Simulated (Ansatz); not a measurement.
## Sr under changes of volume

One of the cells (56.319 Å³/atom); the others are scaled copies at fixed shape and fractional positions:

```
Sr
1.0
     0.00000    3.04235    3.04235
     3.04235    0.00000    3.04235
     3.04235    3.04235    0.00000
Sr
1
Direct
  0.00000 0.00000 0.00000
```

| Quantity | Value |
| --- | --- |
| Program | Ansatz 0.2.0 |
| Functional | PBE |
| Potentials or basis | all-electron LAPW, scalar-relativistic |
| Cutoff | 76 eV (chosen from the basis error) |
| Basis error allowed | 0.0005 eV/atom |
| k mesh | 8 × 8 × 8 |
| Occupations | fermi-dirac, width 0.05 eV |
| Spin | no spin polarisation |

| volume (Å³/atom) | energy over the lowest point (meV/atom) | pressure (GPa) |
| --- | --- | --- |
| 52.940 | 1.59 | 0.4 |
| 54.067 | 0.00 | 0.1 |
| 55.193 | 0.21 | -0.1 |
| 56.319 | 2.02 | -0.3 |
| 57.446 | ? | ? |
| 58.572 | 9.90 | -0.7 |
| 59.698 | 15.71 | -0.9 |

Problem. What does the run at 57.446 Å³/atom give?

Solution. Energy over the lowest point 5.30 meV/atom; pressure -0.5 GPa.

Worked out: A Birch-Murnaghan fit of order 3 (a polynomial in V^(-2/3)) to the other rows has its minimum at 54.49 Å³/atom with B0 = V·E''(V) = 11.8 GPa and B' = 3.8. It gives 5.30 meV/atom at 57.446 Å³/atom, against the run's 5.30, and -dE/dV = -0.6 GPa, against -0.5.

Energies are extrapolated to zero smearing.
